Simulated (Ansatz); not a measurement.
# ZrB2: one candidate of a structure search, part 2 of 2

The task: take a trial cell of ZrB2 to zero force and stress.

Ansatz 0.2.0; DFT PBE, scalar-relativistic, plane waves, PAW. Earlier steps stand in the parts before.

### Step 4. Spin check on a coarse mesh

input.yaml

```yaml
crystal:
  lattice:
    - [1.9892750268, 1.1485084722, 5.3623905145]
    - [-1.9892750268, 1.1485084722, 5.3623905145]
    - [0.0, -2.2970169445, 5.3623905145]
  atoms:
    - { symbol: Zr, position: [0.2452158269, 0.2452158269, 0.2452158269], spin: 1.0 }
    - { symbol: Zr, position: [0.7547841731, 0.7547841731, 0.7547841731], spin: 1.0 }
    - { symbol: B, position: [0.5, 0.5, 0.5] }
    - { symbol: B, position: [0.0, 0.0, 0.0] }
    - { symbol: B, position: [0.1006334765, 0.1006334765, 0.1006334765] }
    - { symbol: B, position: [0.8993665235, 0.8993665235, 0.8993665235] }
basis:
  ecutwfc: 420
kpoints:
  mp_grid: { grid: [6, 6, 6] }
hamiltonian:
  xc: pbe
scf:
  occupations: { method: gaussian, width: 0.1 }
  lower_state_search: "off"
output:
  forces: true
  stress: true
  eigenvalues: true
  populations: true
magnetization:
  spin_polarized: true
```

On the command line:

```console
$ ansatz run input.yaml --threads 1 --pin off --max-ram 2560MiB --backend cpu --events-out ev --progress --plain --runs-dir out
```

Log, shortened:

```text
[...]
SCF converged after 15 iterations
Magnetization: 0.0000 μB (18.0000 up, 18.0000 down)
Absolute magnetization: 0.0000 μB (∫|ρ↑−ρ↓|, with the PAW one-centre terms)
Spin contamination: 0.0000 ħ² per cell (⟨S²⟩ above its minimum at these occupations)
Per-site moments (μB) at R_I (Å): [(1.4835211447210918e-6, 0.9511526647932064), (1.4835211446949036e-6, 0.9511526647932064), (-2.1518879840799583e-6, 1.043938083020522), (-4.5483660900413966e-7, 0.6677995497831388), (3.265328654181809e-7, 0.6677995497831388), (3.2653286543706547e-7, [...]
Free energy (F): -8990.616082 eV
[...]
E sigma→0 (E₀):  -8990.607353 eV
Entropy (-TS):   -0.017457 eV (-2.910 meV/atom)
Fermi energy:    12.814240 eV
[...]
--- Forces (eV/Å), atoms counted from 1 ---
  atom   1  Zr     0.00000000    -0.00000000     0.00394369
  atom   2  Zr     0.00000000     0.00000000    -0.00394369
  atom   3  B      0.00000000     0.00000000    -0.00000000
  atom   4  B      0.00000000     0.00000000     0.00000000
  atom   5  B      0.00000000    -0.00000000     0.00857401
  atom   6  B      0.00000000     0.00000000    -0.00857401
[...]
--- Stress (GPa, compression-positive) ---
       -0.007561       0.000000      -0.000000
        0.000000      -0.007561      -0.000000
       -0.000000      -0.000000       0.081846
  P = ⅓ Tr σ = 0.0222 GPa (0.222 kbar)
--- Band table (eV; the first three rows and the last of 64) ---
[... band rows left out ...]
[...]
--- Löwdin populations: 6 sites ---
  site symbol       q [e]    m [muB]
     0     Zr     11.2399     0.0000
     1     Zr     11.2399     0.0000
     2      B      3.1882    -0.0000
     3      B      3.5164    -0.0000
     4      B      3.3679     0.0000
     5      B      3.3679     0.0000
  spilling = 0.002222 (of n_electrons = 36.000000)
```

It took 3.9 s on 1 thread of AMD EPYC 9R45 (Zen 5), shared host; peak memory 0.46 GiB.

Site by site:

```
atom  Löwdin electrons
 Zr1             11.24
 Zr2             11.24
  B3              3.19
  B4              3.52
  B5              3.37
  B6              3.37
```

The same cell is solved with trial moments on Zr. The largest site moment that stays is 0.00 μB and the cell's total 0.00 μB. The workflow keeps spin only above 0.25 μB on a site, so the next run goes without spin.

### Step 5. Full relaxation

The end of the coarse run is made exact in the group found at a tolerance of 0.06 Å and reduced to its primitive cell.

input.yaml

```yaml
crystal:
  lattice:
    - [1.9892750268, 1.1485084722, 5.3623905145]
    - [-1.9892750268, 1.1485084722, 5.3623905145]
    - [0.0, -2.2970169445, 5.3623905145]
  atoms:
    - { symbol: Zr, position: [0.2452158269, 0.2452158269, 0.2452158269] }
    - { symbol: Zr, position: [0.7547841731, 0.7547841731, 0.7547841731] }
    - { symbol: B, position: [0.5, 0.5, 0.5] }
    - { symbol: B, position: [0.0, 0.0, 0.0] }
    - { symbol: B, position: [0.1006334765, 0.1006334765, 0.1006334765] }
    - { symbol: B, position: [0.8993665235, 0.8993665235, 0.8993665235] }
basis:
  ecutwfc: 420
kpoints:
  mp_grid: { grid: [12, 12, 12] }
hamiltonian:
  xc: pbe
scf:
  occupations: { method: gaussian, width: 0.1 }
output:
  forces: true
  stress: true
  eigenvalues: true
relax:
  adjacent_minimum: "off"
  f_tol: 0.01
  max_steps: 80
  cell: { stress_tol: 0.05 }
```

On the command line:

```console
$ ansatz run input.yaml --threads 1 --pin off --max-ram 2560MiB --backend cpu --events-out ev --progress --plain --runs-dir out
```

Log:

```text
Warning: RAYON_NUM_THREADS=1 ignored (pool sized by the plan → 1); use --threads N
basis.fft_grid_basis auto: the FFT boxes are laid along the combinations [[1, 0, -1], [0, 1, -1], [0, 0, 1]] of the cell's own vectors, 3.979, 3.979 and 5.834 Å long. The dense box has 27×27×40 points. Along the cell's own vectors, as sized, it would have 40×40×40, 2.19 times as many. Of the 12 symmetry operations that the crystal satisfies within crystal.symmetry.tolerance (time reversal apart; of a slab, those that keep its plane) the dense box along the cell's own vectors carries 12, and the one as laid loses 8 of those. basis.fft_grid_basis: typed keeps the cell's own vectors: state it where this run's energies or levels are differenced outside the engine with another run's, or held beside a run that keeps those vectors.
[... 9 set-up lines as earlier in the session ...]
Crystal: 6 atoms, lattice volume = 73.509 Å³
Basis set: ecut = 420 eV, 1451 PW (Γ), FFT grids on a1−a3, a2−a3, a3, exchange–correlation on 54×54×80 points (8 copies of the dense FFT grid, shifted against one another)
Bands: 24, of which v1, the nominal top of the filled ones, is band 18 counted from 1 (17 counted from 0)
[... 2 set-up lines as earlier in the session ...]
k-points: 189 of 1728
[... 8 set-up lines as earlier in the session ...]
SCF iter   1: F=—  HF=-8990.659135 eV  |F-HF|=—  |Δ(HF+E_count)|=         —  Δρ=6.15e-3  dr2=2.80e-2  ethr=1.77e-3  ⟨swp⟩=4.5  Hψ=19613  notcnv=0
preconditioner: auto → Kerker (q_TF=auto, 2.422 Å⁻¹)  [metal: Δε(μ)=0.008 eV  Ē_g=6.594 eV  σ=0.100 eV  W_gap=0.04  n_scr=22 (ndim 8)  ℏωp=19.4 eV  f_vac=0.000  D(μ)=2.25/eV (n_scr^D=16)]
SCF iter   2: F=—  HF=-8990.655722 eV  |F-HF|=—  |Δ(HF+E_count)|=   3.41e-3  Δρ=3.51e-3  dr2=1.04e-2  ethr=7.78e-5  ⟨swp⟩=1.0  Hψ=6050  notcnv=0
SCF iter   3: F=—  HF=-8990.654354 eV  |F-HF|=—  |Δ(HF+E_count)|=   1.37e-3  Δρ=6.97e-4  dr2=7.53e-4  ethr=2.88e-5  ⟨swp⟩=2.0  Hψ=6094  notcnv=0
SCF iter   4: F=—  HF=-8990.654288 eV  |F-HF|=—  |Δ(HF+E_count)|=   6.56e-5  Δρ=2.13e-4  dr2=5.43e-5  ethr=2.09e-6  ⟨swp⟩=2.1  Hψ=5733  notcnv=0
SCF iter   5: F=—  HF=-8990.654291 eV  |F-HF|=—  |Δ(HF+E_count)|=   2.64e-6  Δρ=5.06e-5  dr2=2.97e-6  ethr=1.51e-7  ⟨swp⟩=2.1  Hψ=5717  notcnv=0
SCF iter   6: F=-8990.654291 eV  HF=-8990.654291 eV  |F-HF|=3.13e-8  |Δ(HF+E_count)|=   1.74e-7  Δρ=1.17e-5  dr2=7.23e-8  ethr=2.78e-10  ⟨swp⟩=7.0  Hψ=21641  notcnv=0
SCF 1 converged in 6 iterations: F = -8990.654291 eV  dr2 = 7.23e-8
relax step   1: F+E_penalty+E_count = -8990.65429097 eV  Δ(F+E_penalty+E_count) = +0.000e0 eV  max|allowed force component| = 3.851e-2 eV/Å  Δτ_max = 0.0000 Å  P = +0.048 GPa  Ω = 73.509 Å³  (6 SCF iters, dr2 threshold 1.00e-7 eV, accepted)
Crystal: 6 atoms, lattice volume = 73.653 Å³
[... 2 set-up lines as earlier in the session ...]
iter 1 solved again at ethr=3.60e-6 eV; its pass at ethr=3.10e-3 eV (dr2=1.30e-3 eV) is discarded
SCF iter   1: F=—  HF=-8990.654523 eV  |F-HF|=—  |Δ(HF+E_count)|=         —  Δρ=7.30e-4  dr2=1.25e-3  ethr=3.60e-6  ⟨swp⟩=1.3  Hψ=20317  notcnv=0
preconditioner: auto → Kerker (q_TF=auto, 2.421 Å⁻¹)  [metal: Δε(μ)=0.010 eV  Ē_g=6.574 eV  σ=0.100 eV  W_gap=0.06  n_scr=22 (ndim 8)  ℏωp=19.3 eV  f_vac=0.000  D(μ)=2.37/eV (n_scr^D=22)]
SCF iter   2: F=—  HF=-8990.654336 eV  |F-HF|=—  |Δ(HF+E_count)|=   1.87e-4  Δρ=3.73e-4  dr2=3.79e-4  ethr=3.47e-6  ⟨swp⟩=1.1  Hψ=4555  notcnv=0
SCF iter   3: F=—  HF=-8990.654251 eV  |F-HF|=—  |Δ(HF+E_count)|=   8.43e-5  Δρ=7.21e-5  dr2=1.29e-5  ethr=1.05e-6  ⟨swp⟩=2.0  Hψ=5689  notcnv=0
SCF iter   4: F=—  HF=-8990.654251 eV  |F-HF|=—  |Δ(HF+E_count)|=   5.86e-7  Δρ=2.02e-5  dr2=4.19e-7  ethr=3.58e-8  ⟨swp⟩=2.0  Hψ=5999  notcnv=0
SCF iter   5: F=-8990.654251 eV  HF=-8990.654251 eV  |F-HF|=1.82e-8  |Δ(HF+E_count)|=   5.96e-8  Δρ=5.66e-6  dr2=3.88e-8  ethr=2.57e-10  ⟨swp⟩=5.3  Hψ=19119  notcnv=0
SCF 2 converged in 5 iterations: F = -8990.654251 eV  dr2 = 3.88e-8
relax step   2: F+E_penalty+E_count = -8990.65425077 eV  Δ(F+E_penalty+E_count) = +4.020e-5 eV  max|allowed force component| = 3.448e-2 eV/Å  Δτ_max = 0.0062 Å  P = -0.001 GPa  Ω = 73.653 Å³  energy of the carried Pulay correction = -1.238e-4 eV  (5 SCF iters, dr2 threshold 9.27e-8 eV, accepted)
Crystal: 6 atoms, lattice volume = 73.614 Å³
iter 1 solved again at ethr=5.63e-7 eV; its pass at ethr=3.10e-3 eV (dr2=2.03e-4 eV) is discarded
SCF iter   1: F=—  HF=-8990.654434 eV  |F-HF|=—  |Δ(HF+E_count)|=         —  Δρ=3.00e-4  dr2=1.97e-4  ethr=5.63e-7  ⟨swp⟩=1.4  Hψ=20436  notcnv=0
preconditioner: auto → Kerker (q_TF=auto, 2.422 Å⁻¹)  [metal: Δε(μ)=0.010 eV  Ē_g=6.577 eV  σ=0.100 eV  W_gap=0.06  n_scr=22 (ndim 8)  ℏωp=19.4 eV  f_vac=0.000  D(μ)=2.33/eV (n_scr^D=16)]
SCF iter   2: F=—  HF=-8990.654403 eV  |F-HF|=—  |Δ(HF+E_count)|=   3.10e-5  Δρ=1.44e-4  dr2=5.16e-5  ethr=5.47e-7  ⟨swp⟩=1.5  Hψ=4667  notcnv=0
SCF iter   3: F=—  HF=-8990.654394 eV  |F-HF|=—  |Δ(HF+E_count)|=   8.75e-6  Δρ=2.80e-5  dr2=1.61e-6  ethr=1.43e-7  ⟨swp⟩=2.0  Hψ=5824  notcnv=0
SCF iter   4: F=-8990.654394 eV  HF=-8990.654394 eV  |F-HF|=3.42e-8  |Δ(HF+E_count)|=   4.39e-7  Δρ=6.83e-6  dr2=5.81e-8  ethr=2.06e-10  ⟨swp⟩=3.6  Hψ=19015  notcnv=0
SCF 3 converged in 4 iterations: F = -8990.654394 eV  dr2 = 5.81e-8
relax step   3: F+E_penalty+E_count = -8990.65439391 eV  Δ(F+E_penalty+E_count) = -1.431e-4 eV  max|allowed force component| = 5.437e-3 eV/Å  Δτ_max = 0.0023 Å  P = +0.020 GPa  Ω = 73.614 Å³  energy of the carried Pulay correction = -9.025e-5 eV  (4 SCF iters, dr2 threshold 7.43e-8 eV, accepted)
Initial wavefunctions: pseudopotential atomic-orbital guess (no wavefunctions were taken with the density)
iter 1 solved again at ethr=4.40e-8 eV; its pass at ethr=3.10e-3 eV (dr2=1.58e-5 eV) is discarded
SCF iter   1: F=—  HF=-8990.654481 eV  |F-HF|=—  |Δ(HF+E_count)|=         —  Δρ=7.86e-6  dr2=5.71e-8  ethr=4.40e-8  ⟨swp⟩=3.7  Hψ=31900  notcnv=0
preconditioner: auto → Kerker (q_TF=auto, 2.422 Å⁻¹)  [metal: Δε(μ)=0.011 eV  Ē_g=6.576 eV  σ=0.100 eV  W_gap=0.06  n_scr=22 (ndim 8)  ℏωp=19.4 eV  f_vac=0.000  D(μ)=2.34/eV (n_scr^D=16)]
SCF iter   2: F=—  HF=-8990.654484 eV  |F-HF|=—  |Δ(HF+E_count)|=   2.84e-6  Δρ=4.71e-6  dr2=2.62e-8  ethr=1.58e-10  ⟨swp⟩=2.2  Hψ=6699  notcnv=0
SCF iter   3: F=—  HF=-8990.654484 eV  |F-HF|=—  |Δ(HF+E_count)|=   2.25e-9  Δρ=1.02e-6  dr2=2.17e-9  ethr=7.29e-11  ⟨swp⟩=2.8  Hψ=6402  notcnv=0
SCF iter   4: F=—  HF=-8990.654484 eV  |F-HF|=—  |Δ(HF+E_count)|=  4.06e-10  Δρ=3.03e-7  dr2=6.08e-11  ethr=6.04e-12  ⟨swp⟩=2.0  Hψ=5821  notcnv=0
SCF iter   5: F=-8990.654484 eV  HF=-8990.654484 eV  |F-HF|=1.82e-12  |Δ(HF+E_count)|=  7.09e-11  Δρ=7.46e-8  dr2=4.00e-12  ethr=1.00e-12  ⟨swp⟩=5.0  Hψ=16506  notcnv=0
SCF 4 converged in 5 iterations: F = -8990.654484 eV  dr2 = 4.00e-12
relax step   4: F+E_penalty+E_count = -8990.65448361 eV  Δ(F+E_penalty+E_count) = -8.970e-5 eV  max|allowed force component| = 5.494e-3 eV/Å  Δτ_max = 0.0000 Å  P = +0.021 GPa  Ω = 73.614 Å³  stress off target by 2.66e-2 GPa  SCF on the basis re-selected at this cell (its energy is not comparable with the rows above)  (5 SCF iters)
basis re-selected at this cell: Δ(F+E_penalty+E_count) = -8.970e-5 eV, ΔP = +0.001 GPa vs the last step (what re-selecting the basis moved, of the pressure what is left beyond the Pulay correction that the steps carried, after the strain that the cell walked since its last selection, with what the two solves' SCF thresholds leave and, on support functions, any second-order correction that the steps lacked; it is no measure of the basis error at this ecutwfc). This SCF's stress stands 2.66e-2 GPa from its target on what of the cell is left free (relax.cell.stress_tol is 5.00e-2 GPa) and its largest allowed force component is 5.49e-3 eV/Å (relax.f_tol is 1.00e-2 eV/Å): within both
SCF converged after 5 iterations
Free energy (F): -8990.654484 eV
Harris-Foulkes:  -8990.654484 eV  (|F-HF|=1.82e-12)
Internal energy: -8990.642775 eV  (E = F + TS)
E sigma→0 (E₀):  -8990.648629 eV
Entropy (-TS):   -0.011708 eV (-1.951 meV/atom)
Fermi energy:    12.773613 eV
--- Per-component energies (eV) ---
  E_band       = -151.513328
  E_kinetic    = 856.493664
  E_local      = -1419.411600  (includes V_loc(G=0)·N_el)
  E_nonlocal   = 207.504556
  E_hartree    = 454.580625
  E_xc         = -451.719621
  E_vxc        = -534.395525  (∫ρ·V_xc dr)
  E_paw        = -6222.028251  (= ΣΔE_a)
  E_vpaw       = -170.865739  (= ΣTr[D̂ρ^β])
  E_aug_tail   = 0.000036  (compensation charges beyond the density's cutoff)
  E_ewald      = -2416.062185
  E_smearing   = -0.011708  (= −TS)
  E_closure    = 0.000000  (closes the sum)
  Σ components = -8990.654484   (vs F -8990.654484, Δ=0.00e0)
--- Forces (eV/Å), atoms counted from 1 ---
  atom   1  Zr     0.00000000    -0.00000000     0.00257610
  atom   2  Zr     0.00000000     0.00000000    -0.00257610
  atom   3  B      0.00000000     0.00000000    -0.00000000
  atom   4  B      0.00000000     0.00000000     0.00000000
  atom   5  B      0.00000000     0.00000000    -0.00549385
  atom   6  B      0.00000000    -0.00000000     0.00549385
  max |Σ_I F_I| component: 9.25e-18 eV/Å
--- Stress (GPa, compression-positive) ---
        0.026624       0.000000      -0.000000
        0.000000       0.026624       0.000000
        0.000000       0.000000       0.009258
  P = ⅓ Tr σ = 0.0208 GPa (0.208 kbar)
--- Band table (eV; the first three rows and the last of 189) ---
  k-point 0: bands = ["-36.0193", "-35.9658", "-14.3266", "-14.1662", "-14.1662", "-14.0649", "-14.0649", "-13.9092", "1.4137", "4.2086", "5.8213", "7.9430", "7.9430", "9.6270", "9.6270", "10.7963", "12.1018", "13.3402", "13.5961", "13.5961", "13.8439", "13.8439", "14.0928", "15.4707"]
  k-point 1: bands = ["-36.0179", "-35.9662", "-14.3201", "-14.1756", "-14.1682", "-14.0751", "-14.0681", "-13.9139", "1.5069", "4.2668", "5.7232", "7.9811", "8.0204", "9.5202", "9.6584", "10.6804", "11.9641", "13.0564", "13.2748", "13.4192", "14.2238", "14.3008", "14.7069", "15.3157"]
  k-point 2: bands = ["-36.0140", "-35.9675", "-14.3021", "-14.2006", "-14.1734", "-14.1017", "-14.0769", "-13.9284", "1.7727", "4.4247", "5.5076", "7.9865", "8.2413", "9.3143", "9.7412", "10.3534", "11.4509", "13.0184", "13.2101", "13.5751", "14.5854", "14.9352", "14.9584", "15.2340"]
  k-point 188: bands = ["-36.0056", "-35.9796", "-14.2023", "-14.1438", "-14.1438", "-14.0881", "-14.0881", "-14.0433", "2.4831", "2.4984", "7.6408", "8.5841", "8.7292", "8.7292", "8.9265", "8.9265", "11.7278", "12.4468", "12.4468", "12.9724", "13.8617", "13.8617", "16.8537", "16.8537"]
--- Relaxed structure (3 steps of the walk, 3 accepted, 1 SCFs on fresh bases) ---
  F+E_penalty+E_count = -8990.65448361 eV   max|allowed force component| = 5.494e-3 eV/Å   (the final SCF, on the basis selected at the relaxed cell)
  cell:  # Å, volume = 73.6139 Å³
    - [1.9904796287687319, 1.1492039494694233, 5.363569731054046]
    - [-1.9904796287687319, 1.1492039494694233, 5.363569731054046]
    - [2.9579769799446518e-33, -2.2984078989888572, 5.36356973104333]
  atoms:
    - { symbol: Zr, position: [0.24497435957488234, 0.24497435957488234, 0.2449743595748823] }
    - { symbol: Zr, position: [0.7550256404251178, 0.7550256404251178, 0.7550256404251178] }
    - { symbol: B, position: [0.5000000000000001, 0.5000000000000001, 0.5000000000000001] }
    - { symbol: B, position: [5.616287536940057e-22, 5.616287536940058e-22, 5.616287536209669e-22] }
    - { symbol: B, position: [0.1005386765672701, 0.1005386765672701, 0.10053867656727009] }
    - { symbol: B, position: [0.8994613234327299, 0.8994613234327299, 0.8994613234327299] }
```

Wall time 21 s (1 thread of AMD EPYC 9R45 (Zen 5), shared host); peak memory 0.62 GiB.

The steps of the relaxation:

| step | energy from step 1 (eV/cell) | largest force component (eV/Å) | pressure (GPa) | volume (Å³) |
| --- | --- | --- | --- | --- |
| 1 | 0.0000 | 0.0385 | 0.05 | 73.51 |
| 2 | 0.0000 | 0.0345 | 0.00 | 73.65 |
| 3 | -0.0001 | 0.0054 | 0.02 | 73.61 |
| 4 | -0.0002 | 0.0055 | 0.02 | 73.61 |

Step 1 is the start. Step 4 repeats the geometry before it on a plane-wave basis chosen anew for that cell, so its energy need not be comparable with the rows above.

Lengths and angles in the start's conventional setting:

|  | before | after | change |
| --- | --- | --- | --- |
| a (Å) | 3.979 | 3.981 | +0.1 % |
| b (Å) | 3.979 | 3.981 | +0.1 % |
| c (Å) | 16.087 | 16.091 | 0.0 % |
| volume (Å³/atom) | 12.25 | 12.27 | +0.1 % |
| shortest distance (Å) | 1.619 | 1.618 | -0.1 % |
| space group (0.01 Å) | R-3m | R-3m | same |

Forces and stress were held to the start's 12 operations: a distortion of lower symmetry was not tested.

### Step 6. Results

This closing draws on all 2 parts. Changes of volume or cell count from the first structure of part 1.

```
                              quantity                                                                        value
symmetry at the end (tolerance 0.05 Å)                                                   space group R-3m (No. 166)
                     conventional cell  a = 3.981 Å, b = 3.981 Å, c = 16.091 Å, α = 90.00°, β = 90.00°, γ = 120.00°
                                volume                                                                12.27 Å³/atom
              energy over the elements                                                                +0.11 eV/atom
                       gap on the mesh                                                                 none (metal)
```

In words: The space group R-3m (No. 166) is kept, and the volume per atom grows by 1.7 % from the first guess. With a positive formation energy it can't be a ground state. No finished test with a distortion of lower symmetry is shown, so the end may be a saddle point. Where forces pass 15 eV/Å atoms stand far too close, the PAW spheres overlap strongly and those numbers are rough. Other magnetic orders were not searched.
